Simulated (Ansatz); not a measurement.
AlAs built on the zincblende prototype at its r2SCAN geometry: many-body runs in Ansatz on a coarse mesh, with settings drawn wide and some wrong on purpose. No gap below is converged. No spin polarisation and no zero-point or thermal motion.

The first input:
```yaml
crystal:
  lattice:
    - [0.0, 2.8389246378, 2.8389246378]
    - [2.8389246378, 0.0, 2.8389246378]
    - [2.8389246378, 2.8389246378, 0.0]
  atoms:
    - { symbol: Al, position: [0.0, 0.0, 0.0] }
    - { symbol: As, position: [0.25, 0.25, 0.25] }
kpoints:
  mp_grid: { grid: [4, 4, 4] }
hamiltonian:
  xc: pbe
scf:
  occupations: { method: fixed }
gw:
  n_empty_bands: 30
  ecut_chi: 10
  qp_bands: [v1, c1]
  qp_kpoints: band_edges
  screening: { model: contour_deformation }
```

Q: How does it end?

A: It runs. The PBE gap over the mesh, 1.44 eV, becomes 1.76 eV, with 39 bands summed and 1 plane wave in the screening. The screening cutoff is far too low.
```
--- G₀W₀: contour deformation, 6 samples at zero and on the imaginary axis and 2 off it, 64 q-points, 30 empty bands' worth ---
    ik  band        ε_KS         Σx   Σc(E_QP)       V_xc       Z   E_QP_lin       E_QP  E_QP is
     0     9      6.3080   -15.9476     2.2185   -13.9118  0.8087     6.4904     6.4908  root
     0    10      8.2841    -9.3235    -3.2925   -13.7884  0.8118     9.4760     9.4564  root
     1     9      5.8325   -15.7730     2.3069   -13.6058  0.8044     5.9719     5.9722  root
     1    10      8.8759    -7.8245    -3.3364   -12.1548  0.8077     9.8842     9.8699  root
     2     9      5.4888   -15.8185     2.4403   -13.4839  0.8008     5.5943     5.5945  root
     2    10      8.4059    -7.7792    -3.2369   -11.9443  0.8103     9.3456     9.3341  root
     4     9      4.7063   -15.4688     2.6233   -12.8696  0.7913     4.7304     4.7304  root
     4    10      8.8555    -5.9554    -3.3587    -9.9888  0.8063     9.5363     9.5302  root
     6     9      4.1525   -15.4387     2.8270   -12.5815  0.7827     4.1222     4.1222  root
     6    10      7.7442    -5.3435    -3.2167    -9.0706  0.8090     8.2577     8.2546  root
```
The points are ik 0 = (0, 0, 0) (Γ), ik 1 = (0, 0, 1/4), ik 2 = (0, 0, -1/2), ik 4 = (0, 1/4, -1/2), ik 6 = (0, -1/2, -1/2); band 9 is the last filled one.

Q: And with these blocks in place of the first input's?
```yaml
hamiltonian:
  xc: lda
gw:
  n_empty_bands: 60
  ecut_chi: 80
  qp_bands: [v1, c1]
  qp_kpoints: band_edges
  screening: { model: godby_needs }
  plasmon_pole_fit_frequency: 5
```

A: It runs. The LDA gap over the mesh, 1.33 eV, becomes 1.77 eV, with 69 bands summed and 65 plane waves in the screening.
```
--- G₀W₀: ω_p = 5.0000 eV, 64 q-points, 60 empty bands' worth ---
    ik  band        ε_KS         Σx   Σc(E_QP)       V_xc       Z   E_QP_lin       E_QP  E_QP is
     0     9      6.0651   -15.9755     1.7644   -14.2176  0.7565     6.0716     6.0716  root
     0    10      7.8270    -9.4146    -3.8233   -14.2395  0.7659     8.8389     8.8285  root
     1     9      5.5898   -15.7934     1.8629   -13.9018  0.7531     5.5612     5.5612  root
     1    10      8.4947    -7.8858    -3.8875   -12.5389  0.7646     9.2666     9.2602  root
     2     9      5.2472   -15.8375     2.0030   -13.7762  0.7500     5.1889     5.1889  root
     2    10      8.0222    -7.8286    -3.7565   -12.3184  0.7674     8.7609     8.7554  root
     4     9      4.4616   -15.4756     2.2101   -13.1484  0.7438     4.3443     4.3446  root
     4    10      8.5118    -5.9724    -3.8199   -10.3153  0.7692     9.0378     9.0348  root
     6     9      3.9068   -15.4421     2.4297   -12.8553  0.7381     3.7493     3.7496  root
     6    10      7.3932    -5.3483    -3.5960    -9.3893  0.7742     7.8401     7.8381  root
```
The points are ik 0 = (0, 0, 0) (Γ), ik 1 = (0, 0, 1/4), ik 2 = (0, 0, -1/2), ik 4 = (0, 1/4, -1/2), ik 6 = (0, -1/2, -1/2); band 9 is the last filled one.

Q: And with these blocks in place of the first input's?
```yaml
gw:
  n_empty_bands: 60
  ecut_chi: 80
  qp_bands: [v1, c1]
  qp_kpoints: band_edges
  screening: { model: contour_deformation }
  static_remainder: true
```

A: The program doesn't start.
```
Error: gw.static_remainder: true with hamiltonian.pseudopotentials.kind: paw|paw_fr|all_electron — the remainder's closure is formed of plane waves alone, without the terms of the atoms; leave out gw.static_remainder, or use kind: nc
```

Q: And with these blocks in place of the first input's?
```yaml
hamiltonian:
  xc: lda
gw:
  n_empty_bands: 60
  ecut_chi: 80
  qp_bands: [v1, c1]
  qp_kpoints: band_edges
  screening: { model: godby_needs }
```

A: It runs. The LDA gap over the mesh, 1.33 eV, becomes 1.78 eV, with 69 bands summed and 65 plane waves in the screening.
```
--- G₀W₀: ω_p = 23.2888 eV, 64 q-points, 60 empty bands' worth ---
    ik  band        ε_KS         Σx   Σc(E_QP)       V_xc       Z   E_QP_lin       E_QP  E_QP is
     0     9      6.0651   -15.9755     1.5892   -14.2176  0.7798     5.8963     5.8965  root
     0    10      7.8270    -9.4146    -3.9523   -14.2395  0.7891     8.7054     8.6996  root
     1     9      5.5898   -15.7934     1.6827   -13.9018  0.7772     5.3807     5.3810  root
     1    10      8.4947    -7.8858    -4.0128   -12.5389  0.7875     9.1382     9.1350  root
     2     9      5.2472   -15.8375     1.8189   -13.7762  0.7747     5.0044     5.0048  root
     2    10      8.0222    -7.8286    -3.8875   -12.3184  0.7897     8.6272     8.6245  root
     4     9      4.4616   -15.4756     2.0142   -13.1484  0.7704     4.1480     4.1487  root
     4    10      8.5118    -5.9724    -3.9577   -10.3153  0.7922     8.8983     8.8971  root
     6     9      3.9068   -15.4421     2.2247   -12.8553  0.7663     3.5435     3.5447  root
     6    10      7.3932    -5.3483    -3.7554    -9.3893  0.7969     7.6793     7.6787  root
```
The points are ik 0 = (0, 0, 0) (Γ), ik 1 = (0, 0, 1/4), ik 2 = (0, 0, -1/2), ik 4 = (0, 1/4, -1/2), ik 6 = (0, -1/2, -1/2); band 9 is the last filled one.

The runs are scalar-relativistic, without spin-orbit coupling.
